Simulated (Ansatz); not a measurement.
## TiC: single point with PBE

The system is TiC.

```
CELL_PARAMETERS angstrom
0.00000 2.16572 2.16572
2.16572 0.00000 2.16572
2.16572 2.16572 0.00000
ATOMIC_POSITIONS crystal
Ti 0.00000 0.00000 0.00000
C 0.50000 0.50000 0.50000
```

The cell is a database's computed one.

* Program: Ansatz 0.2.0
* Task: single point
* Functional: PBE
* Potentials or basis: Ansatz PAW
* Cutoff: 420 eV (not typed: the program's choice for these potentials)
* k mesh: 11 × 11 × 11
* Occupations: gaussian, width 0.019 eV
* Spin: no spin polarisation

- Pressure: 0.3 GPa
- Band gap on the k mesh: none (metal or under the smearing width)

Levels at points of the mesh, in eV from the Fermi level:
| k point | band 4 | band 5 | band 6 | band 7 | band 8 | band 9 | band 10 | band 11 | band 12 |
| --- | --- | --- | --- | --- | --- | --- | --- | --- | --- |
| (0.00, 0.00, 0.00) | -32.73 | -12.54 | 0.55 | 0.55 | 0.55 | 1.53 | 1.53 | 1.53 | 1.58 |

Run time: 0.67 s on 2 threads of Arm Neoverse V1 (shared host), peak memory 0.28 GiB.
